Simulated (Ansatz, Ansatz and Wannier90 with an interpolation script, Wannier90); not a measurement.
# From a coarse GW mesh to bands everywhere: GaN (P6_3mc), part 3 of 3

Aim: the G0W0 bands of GaN (P6_3mc) along the symmetry lines, with the gap off the mesh.

Ansatz 0.2.0; LDA, Wannier functions and G0W0, plane waves, PAW. Known limits of the many-body steps: not at the basis limit; no spin-orbit coupling.

So far. Step 4 (Wannier functions by Wannier90 (Ga:4s Ga:4p N:2p) on …): Near the gap the model misses directly solved bands by 3.7 meV r.m.s. and by 51 meV at most in the window tested. This tests the starting bands, not the corrections carried with them. Step 5 (G0W0 at every point of the mesh: 9×9×4 mesh, 188 empty …): The gap on the mesh goes from 1.97 eV to 3.17 eV, a correction of +1.19 eV.

The database entry behind the starting cell differs from later determinations by our own check (about 0.3 % short, ideal inner coordinate), so it need not match the best structure at ambient conditions.

## (6) Interpolating the corrections

A script adds the corrections, carried to the Wannier functions and back, to the LDA levels, along the path and on a 26×26×9 mesh.

| Item | Value |
| --- | --- |
| G0W0 gap over the zone | 3.165 eV |
| valence top at | Γ |
| conduction bottom at | Γ |
| starting gap over the zone | 1.973 eV |
| least direct G0W0 gap | 3.165 eV |
| G0W0 gap on the mesh | 3.165 eV |
| valence width, start | 7.226 eV |
| valence width, G0W0 | 7.411 eV |
| gap by a rigid shift | 3.166 eV |

Levels solved directly plus the interpolated quasiparticle correction. Limits: finite bands, cutoff and mesh; no spin-orbit coupling. The quasiparticle bands at the labelled points (eV, zero at the valence-band top of each set):

```csv
point,band 15,band 16,band 17,band 18,band 19
Γ,-1.17,-0.07,0.00,0.00,3.17
halfway,-3.07,-2.20,-0.82,-0.54,5.65
M,-4.54,-3.00,-2.47,-1.08,6.18
halfway,-4.55,-3.85,-2.64,-2.07,6.86
K,-5.57,-3.29,-3.29,-2.98,6.36
halfway,-3.96,-2.60,-1.13,-1.03,6.37
Γ,-1.17,-0.07,0.00,0.00,3.17
halfway,-1.01,-1.01,-0.18,-0.18,4.39
A,-0.60,-0.60,-0.60,-0.60,5.62
halfway,-2.29,-2.29,-1.43,-1.43,6.53
L,-2.13,-2.13,-2.09,-2.09,5.55
halfway,-3.50,-3.50,-1.75,-1.75,6.62
H,-4.55,-4.55,-1.63,-1.63,7.83
halfway,-2.34,-2.34,-2.00,-2.00,7.01
A,-0.60,-0.60,-0.60,-0.60,5.62
jump to L,-2.13,-2.13,-2.09,-2.09,5.55
halfway,-3.58,-2.76,-1.89,-1.42,5.47
M,-4.54,-3.00,-2.47,-1.08,6.18
jump to H,-4.55,-4.55,-1.63,-1.63,7.83
halfway,-5.36,-3.52,-2.41,-2.41,7.17
K,-5.57,-3.29,-3.29,-2.98,6.36
```

The same for LDA:

```csv
point,band 15,band 16,band 17,band 18,band 19
Γ,-1.07,-0.06,0.00,0.00,1.97
M,-4.33,-2.81,-2.30,-1.00,4.92
K,-5.41,-3.08,-3.08,-2.75,4.97
Γ,-1.07,-0.06,0.00,0.00,1.97
A,-0.55,-0.55,-0.55,-0.55,4.23
L,-1.98,-1.98,-1.95,-1.95,4.31
H,-4.28,-4.28,-1.52,-1.52,6.38
A,-0.55,-0.55,-0.55,-0.55,4.23
L,-1.98,-1.98,-1.95,-1.95,4.31
M,-4.33,-2.81,-2.30,-1.00,4.92
H,-4.28,-4.28,-1.52,-1.52,6.38
K,-5.41,-3.08,-3.08,-2.75,4.97
```

The first set of quasiparticle bands as a text plot (rows in eV):

```
    7.7 |                                     +++            ++
    7.0 |         ++   +++                   +   ++++          +
    6.4 |     ++++  +++   +         ++++    +        ++     +   +
    5.7 |    +                    ++    ++++           ++ ++
    5.1 |   +              +     +                       +
    4.5 |  +
    3.8 | +                 +   +
    3.2 |+                   +++
    2.5 |
    1.9 |
    1.3 |
    0.6 |
    0.0 |***                ******
   -0.7 | * ****           **  * *****                ***
   -1.3 |*** ** ***      ********   * *        *    ***   ***
   -2.0 | * *  *        *   *        * ******** ******   *** **
   -2.6 |  ********** **  **     *    **   *       *     ****  *
   -3.2 |   *   *** **   * *                *     *         *  **
   -3.9 |    *     ** * * *       ***        *   *    *** ** **
   -4.5 |     ******   ****       *  *        ***   **      *
   -5.2 |    ****  ** * *             **                     ***
   -5.8 |        ** ******       *      *         **       **  **
   -6.4 |    *******      *     *        *   *****       **  **
   -7.1 |****              *****          ***            ****
         Γ      M    K        Γ   A       L    H       A|L M|H  K
```

Minima of the lowest conduction band, from levels solved directly at the displaced points, plus the interpolated correction; masses are left empty at degenerate points, on flat bands and where the interpolated correction rules the curvature; G0W0 masses are rough. Conduction valleys, by row:

```csv
point,k (reciprocal lattice),valleys in the zone,G0W0 level above the valence top (eV),LDA level above the valence top (eV),G0W0 principal masses (m_e),LDA principal masses (m_e)
Γ,0.000 0.000 0.000,1,3.165,1.973,0.181 0.196 0.197,0.169 0.184 0.184
```

Second differences of levels solved directly at the displaced points, plus the interpolated correction, at the quasiparticle band edges; no spin-orbit coupling; left empty where the band is flat or the interpolated correction rules the curvature. Effective masses, by row:

```csv
carrier,point,Cartesian direction,band,LDA mass (m_e),G0W0 mass (m_e)
hole,Γ,100,18,1.821,1.994
hole,Γ,100,17,0.172,0.188
hole,Γ,010,18,2.084,2.126
hole,Γ,010,17,0.172,0.185
hole,Γ,001,18,1.652,1.511
hole,Γ,001,17,1.652,1.511
hole,Γ,110,18,2.087,2.426
hole,Γ,110,17,0.172,0.185
hole,Γ,111,18,1.756,1.839
hole,Γ,111,17,0.245,0.261
electron,Γ,100,19,0.182,0.196
electron,Γ,010,19,0.182,0.196
electron,Γ,001,19,0.168,0.181
electron,Γ,110,19,0.182,0.196
electron,Γ,111,19,0.177,0.191
```

Wannier model on a dense mesh, Gaussian width 0.15 eV. Limits: finite bands, cutoff and mesh; no spin-orbit coupling. The density of states by energy, zero at the valence-band top of each set; read off at these points; values in states/eV/cell:

```csv
energy (eV),G0W0,LDA
-7.750,9.0e-5,0
-7.500,0.0111,2.7e-4
-7.250,0.121,0.0252
-7.000,0.664,0.163
-6.750,1.39,0.811
-6.500,2.21,1.59
-6.300,2.55,2.25
-6.250,2.51,2.37
-6.100,2.13,2.52
-6.000,1.67,2.32
-5.750,1.30,1.39
-5.600,1.60,1.10
-5.500,1.50,1.24
-5.250,0.999,1.43
-5.000,0.851,0.949
-4.750,1.08,0.867
-4.500,1.47,1.11
-4.250,1.21,1.49
-4.000,1.51,1.18
-3.750,1.39,1.56
-3.500,1.57,1.40
-3.250,1.74,1.68
-3.000,1.74,1.86
-2.750,2.27,1.86
-2.500,2.30,2.56
-2.250,2.43,2.41
-2.000,2.73,2.78
-1.750,3.27,3.10
-1.700,3.46,3.24
-1.600,3.39,3.65
-1.500,2.99,3.61
-1.250,2.42,2.78
-1.000,1.73,2.09
-0.750,1.28,1.50
-0.500,0.923,1.07
-0.250,0.581,0.672
0.000,0.153,0.170
0.250,0.00313,0.00336
0.500,0,0
0.750,0,0
1.000,0,0
1.250,0,0
1.500,0,0
1.750,0,2.3e-4
2.000,0,0.00512
2.250,0,0.0153
2.500,0,0.0333
2.750,0,0.0460
3.000,4.8e-4,0.0731
3.250,0.00730,0.102
3.500,0.0206,0.126
3.750,0.0332,0.180
4.000,0.0415,0.349
4.250,0.0679,0.834
4.500,0.0942,1.32
4.750,0.107,1.40
5.000,0.164,1.68
5.250,0.340,1.66
5.500,0.643,1.81
5.750,1.15,2.02
6.000,1.30,1.53
```

Corrections by starting level (eV, on the run's own energy scale, so only their differences matter):

```csv
start,correction
-7.23,−0.67
-6.12,−0.74
-5.74,−0.73
-4.50,−0.67
-3.77,−0.71
-3.00,−0.70
-2.47,−0.64
-1.98,−0.64
-1.70,−0.62
-1.28,−0.59
-0.96,−0.52
-0.30,−0.51
-0.11,−0.49
1.97,+0.71
4.31,+0.94
5.01,+0.81
5.68,+0.87
6.66,+0.97
```

## (7) LDA+SOC bands, for comparison

The many-body steps leave out spin-orbit coupling, so its effect is taken from a two-component run, with twice the bands.

This step: DFT, LDA with spin-orbit coupling, plane waves, PAW.

Contents of input.yaml:

```yaml
crystal:
  lattice:
    - [3.18, 0.0, 0.0]
    - [-1.59, 2.75396078, 0.0]
    - [0.0, 0.0, 5.166]
  atoms:
    - { symbol: Ga, position: [0.33333333, 0.66666667, 0.0] }
    - { symbol: Ga, position: [0.66666667, 0.33333333, 0.5] }
    - { symbol: "N", position: [0.33333333, 0.66666667, 0.375] }
    - { symbol: "N", position: [0.66666667, 0.33333333, 0.875] }
kpoints:
  mp_grid: { grid: [9, 9, 4] }
  band_path:
    path:
      - [[0.0, 0.0, 0.0], [0.5, 0.0, 0.0], [0.33333333, 0.33333333, 0.0], [0.0, 0.0, 0.0], [0.0, 0.0, 0.5], [0.5, 0.0, 0.5], [0.33333333, 0.33333333, 0.5], [0.0, 0.0, 0.5]]
      - [[0.5, 0.0, 0.5], [0.5, 0.0, 0.0]]
      - [[0.33333333, 0.33333333, 0.5], [0.33333333, 0.33333333, 0.0]]
    npoints: 10
hamiltonian:
  xc: lda
scf:
  occupations: { method: fermi_dirac, width: 0.02 }
  n_extra_bands: 10
magnetization:
  noncollinear: true
  spin_orbit: true
output:
  eigenvalues: true
```

Run with:

```console
ansatz run input.yaml --threads 8 --pin off --max-ram 18432MiB --backend cpu --events-out ev --progress --plain --runs-dir out
```

Numbers of over 12 decimals in the logs are rounded to 6 here.

The log of the run:

```text
[...]
non-collinear run that drives no moment, with spin-orbit: no starting moment large enough to seed its density (crystal.atoms[].spin), no starting occupations that ask for one, no magnetisation constraint and no magnetic field, so the semilocal B_xc is pinned to zero
Crystal: 4 atoms, lattice volume = 45.242 Å³
Basis set: ecut = 420 eV, 881 PW (Γ)
Bands: 46, of which v1, the nominal top of the filled ones, is band 36 counted from 1 (35 counted from 0)
Symmetry: 12 space group operations + 12 with time reversal
[...]
k-points: 36 of 324 (time reversal used)
Projection manifold: j_resolved (fully-relativistic pseudo-atomic orbitals)
[...]
SCF iter   1: F=—  HF=-8165.562079 eV  |F-HF|=—  |Δ(HF+E_count)|=         —  Δρ=9.66e-2  dr2=4.10e0  dr2_m=0.00e0 (ungated)  ethr=3.10e-3  |M|=0.00e0 ∫|m|=0.00e0 μB  |m|>n=0.0e0 m-floor=0.0e0 τ_xc=0.0e0  β_m=0.30  ⟨swp⟩=5.5  Hψ=7081  notcnv=0
[...]
spin=Noncollinear: Resta preconditioning applied to the charge; magnetization (m_x, m_y, m_z) channels mix plain (no charge-response kernel on spin).
SCF iter   2: F=—  HF=-8164.702856 eV  |F-HF|=—  |Δ(HF+E_count)|=   8.59e-1  Δρ=5.54e-2  dr2=1.22e0  dr2_m=0.00e0 (ungated)  ethr=3.10e-3  |M|=0.00e0 ∫|m|=0.00e0 μB  |m|>n=0.0e0 m-floor=0.0e0 τ_xc=0.0e0  β_m=0.47  ⟨swp⟩=2.0  Hψ=2485  notcnv=0  defer=142
[...]
SCF iter   8: F=-8164.320184 eV  HF=-8164.320184 eV  |F-HF|=1.08e-8  |Δ(HF+E_count)|=   9.24e-7  Δρ=7.58e-6  dr2=2.29e-8  dr2_m=0.00e0 (ungated)  ethr=2.78e-10  |M|=0.00e0 ∫|m|=0.00e0 μB  |m|>n=0.0e0 m-floor=0.0e0 τ_xc=0.0e0  ⟨swp⟩=7.4  Hψ=6328  notcnv=0
SCF 1 converged in 8 iterations: F = -8164.320184 eV  dr2 = 2.29e-8
[...]
SCF converged after 8 iterations
Magnetization: |M| = 0.0000 μB,  M = (+0.0000, +0.0000, +0.0000) μB
Absolute magnetization: 0.0000 μB (∫|m|)
  site 0: m = (+0.0000, +0.0000, +0.0000) μB, |m| = 0.0000 μB  (R = 0.80 Å)
  site 1: m = (+0.0000, +0.0000, +0.0000) μB, |m| = 0.0000 μB  (R = 0.80 Å)
  site 2: m = (+0.0000, +0.0000, +0.0000) μB, |m| = 0.0000 μB  (R = 0.80 Å)
  site 3: m = (+0.0000, +0.0000, +0.0000) μB, |m| = 0.0000 μB  (R = 0.80 Å)
Free energy (F): -8164.320184 eV
[...]
Internal energy: -8164.320184 eV  (E = F + TS)
E sigma→0 (E₀):  -8164.320184 eV
Fermi energy:    10.475305 eV
[...]
--- Band table (eV; the first three rows and the last of 36) ---
  k-point 0: bands = [... 32 lower, 9.4785, 9.4785, 9.4846, 9.4846, 11.4543, 11.4543, 13.6769, 13.6769, ... 6 higher]
  k-point 1: bands = [... 32 lower, 9.3106, 9.3106, 9.3218, 9.3218, 12.6163, 12.6163, 13.7904, 13.7904, ... 6 higher]
  k-point 2: bands = [... 32 lower, 8.9391, 8.9391, 8.9391, 8.9391, 13.7104, 13.7104, 13.7104, 13.7104, ... 6 higher]
  k-point 35: bands = [... 32 lower, 7.9523, 7.9523, 7.9594, 7.9594, 15.8445, 15.8445, 15.8704, 15.8704, ... 6 higher]
```

Run time: 6.1 s. Hardware: 8 threads of Arm Neoverse V1, shared host; peak memory 0.69 GiB.

Numbers from this step:

```
filled bands         : 36
gap                  : 1.970 eV
valence top at       : Γ
conduction bottom at : Γ
least direct gap     : 1.970 eV
```

The gap is that of LDA.

## (8) HSE06 bands, for comparison

This step: DFT, HSE06, plane waves, PAW.

Edit input.yaml of step 7 so:

```diff
@@ -11,3 +11,3 @@
 kpoints:
-  mp_grid: { grid: [9, 9, 4] }
+  mp_grid: { grid: [6, 6, 4] }
   band_path:
@@ -19,9 +19,6 @@
 hamiltonian:
-  xc: lda
+  xc: hse06
 scf:
-  occupations: { method: fermi_dirac, width: 0.02 }
-  n_extra_bands: 10
-magnetization:
-  noncollinear: true
-  spin_orbit: true
+  occupations: { method: fixed }
+  n_extra_bands: 5
 output:
```

The log of the run:

```text
[...]
davidson cushion auto → on  (no smearing: the cushion is to keep the highest requested band from converging to the state above it; pin scf.eigensolver.cushion to override)
Crystal: 4 atoms, lattice volume = 45.242 Å³
Basis set: ecut = 420 eV, 881 PW (Γ)
Bands: 23, of which v1, the nominal top of the filled ones, is band 18 counted from 1 (17 counted from 0)
Symmetry: 12 space group operations
[...]
k-points: 21 of 144 (time reversal used)
[...]
SCF iter   1: F=—  HF=-8335.799813 eV  |F-HF|=—  |Δ(HF+E_count)|=         —  Δρ=9.17e-4  dr2=2.17e-4  ethr=1.77e-3  ⟨swp⟩=2.0  Hψ=3304  notcnv=0
[...]
SCF iter   2: F=-8335.800173 eV  HF=-8335.800113 eV  |F-HF|=5.97e-5  |Δ(HF+E_count)|=   3.01e-4  Δρ=4.61e-4  dr2=5.90e-5  ethr=6.02e-7  ⟨swp⟩=4.9  Hψ=1886  notcnv=0  defer=1
SCF 1 stopped early in 2 iterations: F = -8335.800173 eV  dr2 = 5.90e-5
[...]
Exchange kernel: α = 0.2500, screened, ω = 0.2079 Å⁻¹, Wigner–Seitz truncation, v(0) = 1044.1015 eV·Å³, q-mesh 6×6×4, nearest image of the exchange supercell L = 19.08 Å, pair-density grid 18×18×30, without the augmentation charges, whose exchange is taken in its separable form by FFT convolution over the k-point mesh (sized by the pseudopotential files, 20×20×36 at the most), smooth part of the exact exchange by density-matrix convolution
Frozen-core exchange: fock
SCF iter   1: F=—  HF=-8336.828587 eV  |F-HF|=—  |Δ(HF+E_count)|=         —  Δρ=1.75e-2  dr2=5.49e-2  ethr=1.64e-6  ⟨swp⟩=7.5  Hψ=2622  notcnv=0
[...]
SCF iter   6: F=-8336.817227 eV  HF=-8336.817250 eV  |F-HF|=2.34e-5  |Δ(HF+E_count)|=   2.80e-4  Δρ=2.67e-4  dr2=1.32e-5  ethr=1.36e-7  ⟨swp⟩=4.0  Hψ=1713  notcnv=0
SCF 2 stopped early in 6 iterations: F = -8336.817227 eV  dr2 = 1.32e-5
[...]
hybrid outer 1: dexx = +1.787e-2 eV, tail = 1.14e-4 eV
[...]
Frozen-core exchange: fock
SCF iter   1: F=—  HF=-8336.816656 eV  |F-HF|=—  |Δ(HF+E_count)|=         —  Δρ=1.04e-4  dr2=5.71e-6  ethr=1.58e-6  ⟨swp⟩=3.0  Hψ=1147  notcnv=0
[...]
SCF iter   4: F=-8336.816661 eV  HF=-8336.816661 eV  |F-HF|=3.55e-8  |Δ(HF+E_count)|=   2.93e-8  Δρ=5.35e-6  dr2=1.09e-8  ethr=1.15e-10  ⟨swp⟩=4.0  Hψ=1706  notcnv=0
SCF 3 converged in 4 iterations: F = -8336.816661 eV  dr2 = 1.09e-8
[...]
hybrid outer 2: dexx = +2.129e-6 eV, tail = 2.17e-7 eV, Δε = 7.68e-3 eV (about 4.26e-4 eV left of the loop's levels)
[...]
hybrid SCF converged: 2 outer / 10 inner (+2 warm-up), last move |dexx| = 2.13e-6 eV, tail = 2.17e-7 eV
Stability not checked: this state was not tested for a lower state beside it, because the functional holds exact exchange (a hybrid, or Hartree-Fock), whose exchange loop this test does not read (fock_operator; see scf.lower_state_search)
Free energy (F): -8336.816661 eV
Frozen-core exchange: fock
[...]
Internal energy: -8336.816661 eV  (E = F + TS)
E sigma→0 (E₀):  -8336.816661 eV
Fermi energy:    9.018820 eV
[...]
--- Band table (eV; the first three rows and the last of 21) ---
  k-point 0: bands = [... 14 lower, 7.8712, 8.9611, 9.0188, 9.0188, 12.2519, 14.7545, 20.0338, 20.5256, ... 1 higher]
  k-point 1: bands = [... 14 lower, 8.0311, 8.0311, 8.8427, 8.8427, 13.4451, 14.8673, 19.5832, 20.2557, ... 1 higher]
  k-point 2: bands = [... 14 lower, 8.4292, 8.4292, 8.4292, 8.4292, 14.7230, 14.7230, 19.1655, 19.1655, ... 1 higher]
  k-point 20: bands = [... 14 lower, 4.4755, 4.4755, 7.4071, 7.4071, 16.9825, 16.9825, 17.7351, 17.7351, ... 1 higher]
```

Elapsed: 3 min, on 8 threads; peak memory 1.3 GiB; 20 min of CPU time.

This step gave:

* filled bands: 18
* gap: 3.233 eV
* valence top at: Γ
* conduction bottom at: Γ
* least direct gap: 3.233 eV

The gap stands +1.26 eV against LDA.

## (9) Summary of results

```
LDA gap                             : 1.97 eV
G0W0 gap over the zone              : 3.17 eV, direct
least direct G0W0 gap, in the model : 3.17 eV
with the spin-orbit change          : 3.16 eV
GW settings                         : 9×9×4 mesh, 188 empty bands, screening to 150 eV
known limits                        : not at the basis limit; no spin-orbit coupling
```

What this shows: The Wannier model follows the LDA bands to 4 meV r.m.s. near the gap, and misses by up to 51 meV in the window tested, so levels away from the edges are rougher. The G0W0 gap over the zone is 3.17 eV, direct, from Γ to Γ; on the mesh alone it is 3.17 eV, nearly the same. The valence width in the model goes from 7.23 eV to 7.41 eV. At the band edge the lightest electron mass is 0.17 m_e at the start and 0.18 m_e in G0W0; the G0W0 masses rest on corrections from the 9×9×4 mesh alone and are rough. LDA+SOC gives a gap of 1.97 eV on the same path, a spin-orbit change of −0.003 eV that would bring the G0W0 gap to 3.16 eV. HSE06 gives a gap of 3.23 eV on the same path. Bands and cutoff are finite, so the gap is not at the basis limit. The miss can reach some tenths of an eV and take either sign; the mesh is an error of its own. Beside the filled d shell of Ga, one-shot G0W0 from a semilocal start often leaves the gap short. Above the frozen window of the model the interpolated levels need not meet the computed ones, even at points of the mesh.

[Paths, hosts, dates, memory and timing lines, banners, echoed tables and standing remarks are left out of the program output.]

[Logs are printed without paths, hosts, clocks, repeated set-up lines and the standing remarks that a program may print on its own settings, such as how far it seeks lower states.]

[Runs of the session that timed out or met a known fault of the program may be left out.]

[Hosts, paths, dates, database ids (printed as entryN), source tags and the programs' standing remarks are cut or masked in the printed files.]
